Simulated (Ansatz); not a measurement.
How ZnS (P6_3mc) stiffens under pressure

```
Zn S
1.0
     3.73823    0.00000    0.00000
    -1.86911    3.23740    0.00000
     0.00000    0.00000    6.14302
Zn S
2 2
Direct
  0.33333 0.66667 0.00559
  0.66667 0.33333 0.50559
  0.33333 0.66667 0.37941
  0.66667 0.33333 0.87941
```

This is the zero-pressure cell. At each pressure cell and atoms are relaxed in this structure, and the constants are slopes of the stress at strains of ±0.005 with relaxed ions (the coefficients that govern stability under load). Level: LDA, PAW on Ansatz 0.2.0's default frozen-core files (fitted under PBE), scalar-relativistic; k mesh 6×6×4, strains of ±0.005, fixed occupations, cutoff 420 eV. P is the pressure of the relaxed cell, less that of this one.

```
P (GPa)    V/V₀  C11 (GPa)  C12 (GPa)  C13 (GPa)  C33 (GPa)  C44 (GPa)
   0.00  1.0000      137.5       65.7       51.1      164.3       30.5
   0.99  0.9888      141.7       70.2       55.4      169.6       30.3
   1.99  0.9783      145.7       74.7       59.6      174.7       30.0
   3.99  0.9587      153.2       83.5       68.1      184.8       29.3
   6.98  0.9328      163.8       96.5       80.9      199.2       28.2
   9.97       ?          ?          ?          ?          ?          ?
  14.97  0.8777      189.1      130.6      114.7      234.5       24.4
```

Q: Does the bulk modulus from the constants agree with the pressure-volume curve?

A: A third-order Birch-Murnaghan fit to the volumes shown (F against f, f = [(V₀/V)^(2/3) − 1]/2) gives B₀ = 86.2 GPa and B′ = 4.4. Its −V dP/dV stands beside the Reuss value 1/ΣS_ij (i, j ≤ 3):

```csv
P (GPa),from P(V),from the constants
0.00,86.2,86.0
0.99,90.5,90.4
1.99,94.8,94.8
3.99,103.2,103.2
6.98,115.7,115.7
14.97,147.7,147.5
```

Q: What are the pressure derivatives at zero pressure?

A: Slopes at V₀ of quadratic fits in −ln(V/V₀) through the first four rows shown, divided by B₀: dC11/dP = 4.3, dC12/dP = 4.6, dC13/dP = 4.3, dC33/dP = 5.3, dC44/dP = -0.2. The mean slopes up to 2.0 GPa are 4.1, 4.5, 4.3, 5.2, -0.2; curvature and scatter of the constants part the two.

Q: Fill the row at 9.97 GPa.

A: Cubic fits in −ln(V/V₀) through all rows shown give C11 = 173.7, C12 = 109.4, C13 = 93.6, C33 = 213.0, C44 = 26.9 GPa. Computed: V/V₀ = 0.9101, C11 (GPa) = 173.9, C12 (GPa) = 109.4, C13 (GPa) = 93.6, C33 (GPa) = 212.6, C44 (GPa) = 26.9.

Q: Does a shear stiffness soften?

A: C44 goes from 30.5 to 24.4 GPa; (C11 − C12)/2 goes from 35.9 to 29.2 GPa. C44 and (C11 − C12)/2 soften under pressure, though the lattice stays mechanically stable over this range.

Limits of these numbers: no other phase was computed; many crystals of this kind change structure within this range, and rows or crossings beyond such a change describe a metastable lattice; frozen-core PAW files fitted under PBE, their cores solved anew for the functional of the run; constants at zero field, no piezoelectric stiffening; wurtzite ZnS is metastable at ambient conditions; phonons weren't checked at these pressures.
